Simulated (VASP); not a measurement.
Here is a VASP 6.6.1 calculation.

Contents of INCAR:

```
SYSTEM = Te
PREC = Accurate
ENCUT = 520
EDIFF = 1E-6
ISMEAR = 0
SIGMA = 0.05
LREAL = .False.
LASPH = .True.
NELM = 60
ALGO = Normal
ISIF = 2
LWAVE = .False.
LCHARG = .False.
MAGMOM = 0 0 0
LORBIT = 11
LSORBIT = .True.
GGA_COMPAT = .False.
GGA = PS
IVDW = 13
IBRION = 2
NSW = 40
EDIFFG = -0.005
```

The input KPOINTS:

```
regular mesh
0
Gamma
  7 7 7
  0 0 0
```

The input POSCAR:

```
Te
1.0
    3.4005200000      0.0000000000      0.0000000000
   -1.7002600000      2.9449400000      0.0000000000
    0.0000000000      0.0000000000      3.1084700000
Te
1
Cartesian
    0.0000000000      0.0000000000      0.0000000000
```

Potentials or basis: VASP PAW PBE potentials, release 64 (Te).

Run with:

```sh
$ cat potpaw_PBE.64/Te/POTCAR > POTCAR
$ mpirun -np 1 vasp_ncl > vasp.out
```

(1) Estimate the dispersion energy per atom.

Results:

(1) -0.295 eV.

Caveat: the relaxation stopped at its first step, so nothing moved.
